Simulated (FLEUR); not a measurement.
## Ni under changes of volume

One of the cells (10.569 Å³/atom); the others are scaled copies at fixed shape and fractional positions:

```
Ni
1.0
     2.44802    0.00000    0.00000
    -1.22401    2.12005    0.00000
     0.00000    0.00000    4.07281
Ni
2
Direct
  0.66667 0.33333 0.75000
  0.33333 0.66667 0.25000
```

This isn't the form of Ni at room conditions, which is fcc.

- Program: FLEUR MaX-R8.1 (later development tree)
- Functional: r2SCAN
- Potentials or basis: all-electron
- Basis: FLAPW
- Kmax: 4.71 1/bohr
- k mesh: 12 × 12 × 7
- Occupations: fermi-dirac, width 0.05 eV
- Spin: collinear spin, ferromagnetic start
- Starting moments: [1.0, 1.0] μB

```csv
volume (Å³/atom),energy over the lowest point (meV/atom),moment (μB per cell)
9.935,?,?
10.146,10.74,1.45
10.569,0.00,1.49
10.992,11.14,1.52
11.203,23.19,1.54
```

Problem. What does the run at 9.935 Å³/atom give?

Solution. Energy over the lowest point 26.40 meV/atom; moment 1.44 μB per cell.

Worked out: A Birch-Murnaghan fit of order 2 (a polynomial in V^(-2/3)) to the other rows has its minimum at 10.55 Å³/atom with B0 = V·E''(V) = 205 GPa at fixed shape and positions, which overstates the stiffness. It gives 25.53 meV/atom at 9.935 Å³/atom, against the run's 26.40. A straight line through the other rows of the moment, of slope 0.0834 μB per Å³/atom, extrapolates to 1.43 μB, against the run's 1.44.

Energies are extrapolated to zero smearing.

Caveats: the meta-GGA is that of a development version, with a GGA for the radial functions and cores and without core tails.
